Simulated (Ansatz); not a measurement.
Input and command of a calculation in Ansatz (plane waves; scalar-relativistic PAW potentials unless the input names others):

```yaml
crystal:
  lattice:
    - [4.6255804189, 0.0, 0.0]
    - [0.0, 6.5415585623, 0.0]
    - [0.0, 0.0, 25.9383706284]
  atoms:
    - { symbol: Sn, position: [0.5, 0.0, 0.3276998437] }
    - { symbol: Sn, position: [0.0, 0.25, 0.3276998437] }
    - { symbol: Sn, position: [0.0, 0.5, 0.416864666] }
    - { symbol: Sn, position: [0.5, 0.75, 0.416864666] }
    - { symbol: Sn, position: [0.4998107319, -0.0032526924, 0.5101180326] }
    - { symbol: Sn, position: [0.0001892681, 0.2532526924, 0.5101180326] }
    - { symbol: Sn, position: [-0.0090413772, 0.4900758658, 0.6048414847] }
    - { symbol: Sn, position: [0.5090413772, 0.7599241342, 0.6048414847] }
    - { symbol: S, position: [-0.25, 0.125, 0.6068939738] }
basis:
  ecutwfc: 420
kpoints:
  mp_grid: { grid: [6, 5, 1] }
hamiltonian:
  xc: pbesol
scf:
  occupations: { method: gaussian, width: 0.1 }
  mixing: { algorithm: anderson, beta: 1.5, ndim: 1, preconditioner: none }
  max_iter: 100
output:
  forces: true
  eigenvalues: true
efield:
  axis: 3
  dipole_correction: true
  ramp_width: 0.04
```

```bash
ansatz run input.yaml --threads 2 --pin off --max-ram 5120MiB --backend cpu --events-out ev --progress --plain --runs-dir out
```

Will this input run?

The program refuses it, because of mixing far too strong (scf.mixing: not typed → {"algorithm": "anderson", "beta": 1.5, "ndim": 1, "preconditioner": "none"}). Without that key it is accepted.

Abridged log:
```
Error: invalid value for `scf.mixing.beta`: must be finite and in (0, 1]; got 1.5
```